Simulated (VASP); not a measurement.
# H2 in VASP: further runs

The runs below take H2 through single point, with PBE+D3(BJ), HSE06.

Everything below comes from runs of VASP 6.6.1. Logs are shortened: lines on timing, memory, paths and dates and some standing lists are left out, and cuts for length are marked.

**1. Starting point**

The cell holds a molecule in a box, 2 atoms: a = 10.000 Å, b = 10.000 Å, c = 10.000 Å, α = 90.00°, β = 90.00°, γ = 90.00°.

**2. Single point, PBE+D3(BJ)**

File INCAR:

```
  PREC = Accurate
  ENCUT = 450
  EDIFF = 1E-6
  ISMEAR = 0
  SIGMA = 0.02
  LREAL = F
  LASPH = T
  NELM = 60
  ALGO = Fast
  ISIF = 2
  LWAVE = F
  LCHARG = F
  GGA = PE
  IVDW = 12
  NBANDS = 8
```

File KPOINTS:

```
regular mesh
0
Gamma
  1 1 1
```

File POSCAR:

```
H
1.0
   10.0000000000      0.0000000000      0.0000000000
    0.0000000000     10.0000000000      0.0000000000
    0.0000000000      0.0000000000     10.0000000000
H
2
Direct
    0.5000000000      0.5000000000      0.4700000000
    0.5000000000      0.5000000000      0.5300000000
```

Potentials or basis: VASP PAW PBE potentials, release 64 (H).

The run is started by

```console
$ cat potpaw_PBE.64/H/POTCAR > POTCAR
$ mpirun -np 1 vasp_std > vasp.out
```

OUTCAR:

```text
PREC = Accurate
   ENCUT = 450
   EDIFF = 1E-6
   ISMEAR = 0
   LREAL = F
   LASPH = T
   NELM = 60
   ISIF = 2
   GGA = PE
   IVDW = 12
 IVDW          = 12

 ion  position               nearest neighbor table
   1  0.500  0.500  0.470-   2 0.60
   2  0.500  0.500  0.530-   1 0.60

  LATTYP: Found a simple cubic cell.
 ALAT       =    10.0000000000

  Lattice vectors:

 A1 = (  10.0000000000,   0.0000000000,   0.0000000000)
 A2 = (   0.0000000000,  10.0000000000,   0.0000000000)
 A3 = (   0.0000000000,   0.0000000000,  10.0000000000)

Analysis of symmetry for initial positions (statically):
=====================================================================
 Subroutine PRICEL returns:
 Original cell was already a primitive cell.

 Routine SETGRP: Setting up the symmetry group for a
 simple cubic supercell.

 Subroutine GETGRP returns: Found 16 space group operations
 (whereof 16 operations were pure point group operations)
 out of a pool of 48 trial point group operations.

The static configuration has the point symmetry D_4h.

Analysis of symmetry for dynamics (positions and initial velocities):
=====================================================================
 Subroutine PRICEL returns:
 Original cell was already a primitive cell.

 Routine SETGRP: Setting up the symmetry group for a
 simple cubic supercell.

 Subroutine GETGRP returns: Found 16 space group operations
 (whereof 16 operations were pure point group operations)
 out of a pool of 48 trial point group operations.

The dynamic configuration has the point symmetry D_4h.

 Subroutine INISYM returns: Found 16 space group operations
 (whereof 16 operations are pure point group operations),
 and found     1 'primitive' translations

----------------------------------------------------------------------------------------

                                     Primitive cell

  volume of cell :    1000.0000

  direct lattice vectors                    reciprocal lattice vectors
    10.000000000  0.000000000  0.000000000     0.100000000  0.000000000  0.000000000
     0.000000000 10.000000000  0.000000000     0.000000000  0.100000000  0.000000000
     0.000000000  0.000000000 10.000000000     0.000000000  0.000000000  0.100000000

  length of vectors
    10.000000000 10.000000000 10.000000000     0.100000000  0.100000000  0.100000000

  position of ions in fractional coordinates (direct lattice)
     0.500000000  0.500000000  0.470000000
     0.500000000  0.500000000  0.530000000

  ion indices of the primitive-cell ions
   primitive index   ion index
                 1           1
                 2           2

----------------------------------------------------------------------------------------

 KPOINTS: regular mesh

Automatic generation of k-mesh.
 Grid dimensions read from file:
 generate k-points for:    1    1    1

 Generating k-lattice:

  Cartesian coordinates                     Fractional coordinates (reciprocal lattice)
     0.100000000  0.000000000  0.000000000     1.000000000  0.000000000  0.000000000
     0.000000000  0.100000000  0.000000000     0.000000000  1.000000000  0.000000000
     0.000000000  0.000000000  0.100000000     0.000000000  0.000000000  1.000000000

  Length of vectors
     0.100000000  0.100000000  0.100000000

  Shift w.r.t. Gamma in fractional coordinates (k-lattice)
     0.000000000  0.000000000  0.000000000

 Subroutine IBZKPT returns following result:
 ===========================================

 Found      1 irreducible k-points:

 Following reciprocal coordinates:
            Coordinates               Weight
  0.000000  0.000000  0.000000      1.000000
   k-points           NKPTS =      1   k-points in BZ     NKDIM =      1   number of bands    NBANDS=      8
   number of dos      NEDOS =    301   number of ions     NIONS =      2
   total plane-waves  NPLWV = 343000
   dimension x,y,z NGX =    70 NGY =   70 NGZ =   70
   dimension x,y,z NGXF=   140 NGYF=  140 NGZF=  140
   ions per type =               2
   NGX,Y,Z   is equivalent  to a cutoff of  11.64, 11.64, 11.64 a.u.
   NGXF,Y,Z  is equivalent  to a cutoff of  23.27, 23.27, 23.27 a.u.
 SYSTEM =  unknown system
   PREC   = accura    normal or accurate (medium, high low for compatibility)
   ISTART =      0    job   : 0-new  1-cont  2-samecut
   ICHARG =      2    charge: 1-file 2-atom 10-const
   ISPIN  =      1    spin polarized calculation?
   LNONCOLLINEAR =      F non collinear calculations
   LSORBIT =      F    spin-orbit coupling
   LASPH  =      T    aspherical Exc in radial PAW
   ENCUT  =  450.0 eV  33.07 Ry    5.75 a.u.  17.30 17.30 17.30*2*pi/ulx,y,z
   NELM   =     60;   NELMIN=  2; NELMDL= -5     # of ELM steps
   EDIFF  = 0.1E-05   stopping-criterion for ELM
   LREAL  =      F    real-space projection
[... 7 lines left out ...]
   TEBEG  =    0.0;   TEEND  =   0.0 temperature during run
   PSTRESS=    0.0 pullay stress
   NELECT =       2.0000    total number of electrons
   NUPDOWN=      -1.0000    fix difference up-down
   EMIN   =  10.00;   EMAX   =-10.00  energy-range for DOS
   EFERMI =   0.00;   METHOD = LEGACY
   ISMEAR =     0;   SIGMA  =   0.02  broadening in eV -4-tet -1-fermi 0-gaus
   EFERMI_NEDOS =   21; number of points for ismear=-14 and -15
   IALGO  =     68    algorithm
   IMIX   =      4    mixing-type and parameters
     AMIX     =   0.40;   BMIX     =  1.00
     AMIX_MAG =   1.60;   BMIX_MAG =  1.00
  volume/ion in A,a.u.               =     500.00      3374.17
  Fermi-wavevector in a.u.,A,eV,Ry     =   0.206261  0.389778  0.578844  0.042544
  Thomas-Fermi vector in A             =   0.968418
   LORBIT       =      0    0 simple, 1 ext, 2 COOP (PROOUT), +10 PAW based schemes
   GGA     = PE    functional components
   LHFCALC =     F    Hartree Fock is set to
   AEXX    =    0.0000 exact exchange contribution
   IVDW    =    12    specifies the selected vdW correction
   LEPSILON=     F    determine dielectric tensor
   LRPA    =     F    only Hartree local field effects (RPA)
 non-spin polarized calculation
 RMM-DIIS sequential band-by-band and
 Gauss-broadening in eV      SIGMA  =   0.02
  energy-cutoff  :      450.00
  volume of cell :     1000.00
 maximum number of plane-waves:     21823
 NGX is ok and might be reduce to    70
   NGX = 35   NGY = 35   NGZ = 35

 number of electron       2.0000006 magnetization

 Free energy of the ion-electron system (eV)
  ---------------------------------------------------
  ext. energy  EPLUGINS =         0.00000000
  ---------------------------------------------------
  free energy    TOTEN  =        -6.21279974 eV

  energy without entropy =       -6.21279974  energy(sigma->0) =       -6.21279974

 E-fermi : -10.9944     XC(G=0):  -0.3498

 val. band max:      -11.1084875679   @ k =   0.0000   0.0000   0.0000
 cond. band min:      -0.1582787490   @ k =   0.0000   0.0000   0.0000
 fundamental gap:     10.9502088188
 Fermi energy:       -10.9943835165

 k-point     1 :       0.0000    0.0000    0.0000
  band No.  band energies     occupation
      1     -11.1085      2.00000
      2      -0.1583      0.00000
      3       0.7619      0.00000
      4       1.0235      0.00000
      5       1.0235      0.00000
      6       1.3523      0.00000
      7       1.3869      0.00000
      8       1.3961      0.00000

------------------------ aborting loop because EDIFF is reached ----------------------------------------

 Edisp (eV)   -0.00248

 E8    (eV) :    -0.0005

  FORCE on cell =-STRESS in cart. coord.  units (eV):
  Direction    XX          YY          ZZ          XY          YZ          ZX
  --------------------------------------------------------------------------------------
  -------------------------------------------------------------------------------------
  Total      -0.07767    -0.07767     5.27317    -0.00000    -0.00000     0.00000
  in kB      -0.12444    -0.12444     8.44855    -0.00000    -0.00000     0.00000
  external pressure =        2.73 kB  Pullay stress =        0.00 kB

 VOLUME and BASIS-vectors are now :
 -----------------------------------------------------------------------------
  energy-cutoff  :      450.00
  volume of cell :     1000.00
      direct lattice vectors                 reciprocal lattice vectors
    10.000000000  0.000000000  0.000000000     0.100000000  0.000000000  0.000000000
     0.000000000 10.000000000  0.000000000     0.000000000  0.100000000  0.000000000
     0.000000000  0.000000000 10.000000000     0.000000000  0.000000000  0.100000000

 POSITION                                       TOTAL-FORCE (eV/Angst)
 -----------------------------------------------------------------------------------
      5.00000      5.00000      4.70000         0.000000      0.000000     -8.893030
      5.00000      5.00000      5.30000         0.000000      0.000000      8.893030
 -----------------------------------------------------------------------------------
    total drift:                                0.000000      0.000000     -0.000000

  FREE ENERGIE OF THE ION-ELECTRON SYSTEM (eV)
  ---------------------------------------------------
  free  energy   TOTEN  =        -6.2152843952 eV

  energy  without entropy=       -6.2152843952  energy(sigma->0) =       -6.21528440
```

Run time: 30 s. Hardware: 1 thread of Intel Xeon Platinum 8375C at 2.90GHz (Ice Lake), shared host; peak memory 0.64 GiB.

Results:

```yaml
Free_energy: -6.2153 eV
Largest_force: 8.893 eV/Å
Gap_between_the_frontier_levels: 10.95 eV
Dispersion_energy_per_atom: -0.001 eV
```

Forces on the atoms (eV/Å):
```
H    0.000  0.000 -8.893
H    0.000  0.000  8.893
```

Levels at points of the mesh, in eV from the valence-band top:
```csv
k point,band 1,band 2,band 3,band 4,band 5
"(0.00, 0.00, 0.00)",0.00,10.95,11.87,12.13,12.13
```

(Part 1 of 2 ends here.)
